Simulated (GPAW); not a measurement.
ZrO2:

```
CELL_PARAMETERS angstrom
0.00000 2.54507 2.54507
2.54507 0.00000 2.54507
2.54507 2.54507 0.00000
ATOMIC_POSITIONS crystal
Zr 0.00000 0.00000 0.00000
O 0.75000 0.75000 0.75000
O 0.25000 0.25000 0.25000
```

Measurements of this composition are mostly on another form, of space group No. 14.

Base run:

```yaml
Program: GPAW 26.7.0
Functional: BLYP
Potentials_or_basis: PAW data sets generated in the run's folder for this functional
Cutoff: 800 eV
Basis: pw
k_mesh: 9 × 9 × 9
Occupations: fermi-dirac, width 0.05 eV
Spin: no spin polarisation
```

Its results: band gap on the k mesh 3.48 eV, indirect (least direct gap 3.95 eV); pressure 7.5 GPa.

After a change of settings the same cell gave: band gap on the k mesh 3.33 eV, indirect (least direct gap 3.82 eV); pressure -5.6 GPa. Which change was it?
A. functional from BLYP to TPSS; potentials or basis from PAW data sets generated in the run's folder for this functional to GPAW PAW data sets (gpaw-data 1.2.1)
B. functional from BLYP to PBE; potentials or basis from PAW data sets generated in the run's folder for this functional to GPAW PAW data sets (gpaw-data 1.2.1)
C. functional from BLYP to PBEsol
D. functional from BLYP to LDA; potentials or basis from PAW data sets generated in the run's folder for this functional to the program's PAW data sets (release 1.2.1) made for this functional

C.

PBEsol binds more tightly than BLYP, so the same cell stands under less pressure.
